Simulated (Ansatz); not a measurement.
# SiNi3 in Ansatz: the effect of functional

The system is SiNi3.

```xyz
4
Lattice="3.6115 0.0000 0.0000 0.0000 3.6115 0.0000 0.0000 0.0000 3.6115" Properties=species:S:1:pos:R:3 pbc="T T T"
Ni    1.8057    1.8057    0.0000
Ni    1.8057    0.0000    1.8057
Ni    0.0000    1.8057    1.8057
Si    0.0000    0.0000    0.0000
```

The cell isn't the ideal one: volume scaled by 1.06.

Alike in all runs:

```yaml
Program: Ansatz 0.2.0
Task: single point
Potentials_or_basis: Ansatz PAW
k_mesh: 8 × 8 × 8
Occupations: fermi-dirac, width 0.05 eV
Spin: collinear spin, ferromagnetic start
Starting_moments: "[1.0, 1.0, 1.0, 0.0] μB"
```

```tsv
functional	cutoff	pressure (GPa)	moment (μB)
LDA	420 eV (not typed: the program's choice for these potentials)	?	?
PBEsol	420 eV (not typed: the program's choice for these potentials)	-22.7	0.00
r2SCAN	500 eV (not typed: the program's choice for these potentials)	-22.1	0.19
```

**Question.** What does the run with functional LDA give?

**Answer.** Pressure -28.0 GPa; moment 0.00 μB.

Caveats: the PAW data sets come from PBE, with cores solved anew for the run's functional, which leaves a small shift of forces and pressure; the starting moments weren't kept; the magnetic or orbital state may not be the lowest (some runs).

Runs at the PBE level aren't shown here.
